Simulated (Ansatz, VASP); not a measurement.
One calculation of TePb, two programs

```
Pb Te
1.0
     0.00000    3.23100    3.23100
     3.23100    0.00000    3.23100
     3.23100    3.23100    0.00000
Pb Te
1 1
Direct
  0.00000 0.00000 0.00000
  0.50000 0.50000 0.50000
```

Alike in both runs: task relaxation of cell and atoms; functional BLYP; k mesh 7 × 7 × 7; occupations fermi-dirac, width 0.05 eV; no spin polarisation.

```csv
,VASP,Ansatz
version,VASP 6.6.1,Ansatz 0.2.0
potentials or method,"VASP PAW PBE potentials, release 64 (Pb_d, Te)",Ansatz PAW
plane-wave cutoff (eV),600,420
valence electrons in the cell,20,30
```

Ansatz gave:

- relaxed volume (Å³/atom): 38.21
- relaxed cell length with the largest relative difference (Å): 4.763
- energy change over the relaxation (meV/atom): -66

Task: Which values does VASP return?

Result: Relaxed volume (Å³/atom): 38.29; relaxed cell length with the largest relative difference (Å): 4.767; energy change over the relaxation (meV/atom): -70.

The two sets of potentials don't hold the same shells in valence.

Caveats: the PAW data sets were made with another functional, which shifts forces and pressure a little (VASP); the volume moved by +14 % from the deposited cell, more than functionals usually miss (VASP); the plane-wave basis is chosen anew once the cell has moved, so the energies of steps on either side of that aren't comparable (Ansatz); the volume moved by +13 % from the deposited cell, more than functionals usually miss (Ansatz); the PAW data sets come from PBE, with cores solved anew for the run's functional, which leaves a small shift of forces and pressure (Ansatz). BLYP gives volumes clearly too large for solids. Zero-point motion and thermal expansion aren't in these numbers.
